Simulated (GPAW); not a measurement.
WC:

```
CELL_PARAMETERS angstrom
0.00000 2.19268 2.19268
2.19268 0.00000 2.19268
2.19268 2.19268 0.00000
ATOMIC_POSITIONS crystal
W 0.00000 0.00000 0.00000
C 0.50000 0.50000 0.50000
```

Measurements of this composition are mostly on another form, of space group No. 187.

| Property | Result |
| --- | --- |
| Program | GPAW 26.7.0 |
| Task | single point |
| Functional | PBE |
| Potentials or basis | GPAW PAW data sets (gpaw-data 1.2.1) |
| Cutoff | 800 eV |
| Basis | pw |
| k mesh | 10 × 10 × 10 |
| Occupations | fermi-dirac, width 0.05 eV |
| Spin | no spin polarisation |

On this cell: pressure -1.8 GPa; largest force zero by symmetry; band gap on the k mesh none (metal or under the smearing width).

The same run follows on a disturbed copy (atoms moved at random, drawn with an rms of 0.05 Å):

```
W C
1.0
     0.00000    2.19268    2.19268
     2.19268    0.00000    2.19268
     2.19268    2.19268    0.00000
W C
1 1
Direct
  0.98258 0.99518 0.00280
  0.51745 0.50594 0.48678
```

Question: What changes?

Answer: The energy (extrapolated to zero smearing) moves by +20.2 meV/atom; pressure 0.1 GPa; largest force 0.742 eV/Å; band gap on the k mesh none (metal or under the smearing width).

Forces on the atoms (eV/Å):
```
W   -0.079  0.290  0.678
C    0.079 -0.290 -0.678
```

Stress tensor (GPa, compression positive):
```
-1.90 -0.02  0.00
-0.02 -1.07 -0.03
 0.00 -0.03  3.30
```
